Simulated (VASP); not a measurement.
**CaF2 (Fluorite): relaxation of cell and atoms with r2SCAN**

The system is CaF2 (Fluorite).

```xyz
3
Lattice="0.0000 2.7552 2.7552 2.7552 0.0000 2.7552 2.7552 2.7552 0.0000" Properties=species:S:1:pos:R:3 pbc="T T T"
Ca    0.0000    0.0000    0.0000
F     1.3776    1.3776    1.3776
F     4.1328    4.1328    4.1328
```

```json
{
  "Program": "VASP 6.6.1",
  "Task": "relaxation of cell and atoms",
  "Functional": "r2SCAN",
  "Potentials or basis": "VASP PAW PBE potentials, release 64 (Ca_sv, F)",
  "Cutoff": "600 eV",
  "k mesh": "8 × 8 × 8",
  "Occupations": "gaussian, width 0.02 eV",
  "Spin": "no spin polarisation",
  "Dipole correction": "no",
  "Further INCAR settings": "ALGO = Normal; EDIFF = 1e-06; IBRION = 2; EDIFFG = -0.005; NSW = 70; ISIF = 3"
}
```

- Relaxed volume: 13.47 Å³/atom
- Relaxed cell: a = 3.852 Å, b = 3.852 Å, c = 3.852 Å, α = 60.00°, β = 60.00°, γ = 60.00°
- Space group after relaxing (to 0.05 Å): Fm-3m (No. 225)
- Energy gained by relaxing: 4.3 meV/atom
- Ionic steps: 3
- Pressure after relaxing: 0.0 GPa
- Band gap on the k mesh: 8.00 eV, indirect (least direct gap 8.26 eV)

Step by step:
| step | energy change (eV) | largest force (eV/Å) | pressure (GPa) | volume (Å³) |
| --- | --- | --- | --- | --- |
| 1 | 0.0000 | 0.0000 | -2.85 | 41.83 |
| 2 | -0.0129 | 0.0000 | 0.12 | 40.34 |
| 3 | -0.0130 | 0.0000 | 0.04 | 40.40 |

Final structure:
```cif
data_structure
_symmetry_space_group_name_H-M 'P 1'
_symmetry_Int_Tables_number 1
_cell_length_a 3.8516
_cell_length_b 3.8516
_cell_length_c 3.8516
_cell_angle_alpha 60.000
_cell_angle_beta 60.000
_cell_angle_gamma 60.000
_cell_volume 40.40
loop_
_atom_site_label
_atom_site_type_symbol
_atom_site_fract_x
_atom_site_fract_y
_atom_site_fract_z
_atom_site_occupancy
Ca1 Ca 0.00000 0.00000 0.00000 1
F1 F 0.25000 0.25000 0.25000 1
F2 F 0.75000 0.75000 0.75000 1
```

Levels at points of the mesh, in eV from the valence-band top:
```tsv
k point	band 8	band 9	band 10	band 11	band 12	band 13	band 14	band 15	band 16
(0.00, 0.00, 0.00)	-2.12	-2.12	-0.26	-0.26	-0.26	8.00	10.04	10.04	12.23
(0.50, 0.00, 0.00)	-1.52	-1.28	-1.25	-0.84	-0.84	10.24	10.24	10.72	11.27
(0.50, 0.50, 0.00)	-1.66	-1.66	-0.36	-0.36	0.00	8.78	10.49	10.98	11.85
```

Wall time 94 s on 1 thread of Intel(R) Xeon(R) 6975P-C (Granite Rapids) (shared host), peak memory 0.21 GiB.

Caveat: the PAW data sets were made with another functional, which shifts forces and pressure a little. A k mesh can miss the band edges.
